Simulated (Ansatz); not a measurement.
The system is Yb.

```
CELL_PARAMETERS angstrom
3.87990 0.00000 0.00000
-1.93995 3.36009 0.00000
0.00000 0.00000 6.38590
ATOMIC_POSITIONS crystal
Yb 0.66667 0.33333 0.75000
Yb 0.33333 0.66667 0.25000
```

This isn't the form of Yb at room conditions, which is fcc.

Base run:

```yaml
Program: Ansatz 0.2.0
Functional: PBEsol
Potentials_or_basis: all-electron LAPW, scalar-relativistic
Cutoff: 171 eV
Density_cutoff: 683 eV
Basis_error_allowed: 0.001 eV/atom
k_mesh: 8 × 8 × 4
Occupations: fermi-dirac, width 0.05 eV
Spin: collinear spin, ferromagnetic start
Starting_moments: "[1.0, 1.0] μB"
```

Its results: pressure -3.3 GPa; net moment 0.00 μB per cell.

Task: The run is repeated on the same cell with these changes: hubbard terms from none to Yb f U = 8 eV. What comes out?

Result: Pressure -1.1 GPa; net moment 0.00 μB per cell.

Caveats: an open f shell can end in a state above the lowest; the magnetic state may not be the lowest (some runs); the program listed the state as in doubt (some runs); U is the effective U less J, on atomic orbitals that reach past the spheres (some runs).

Not every run made on this cell is shown here.
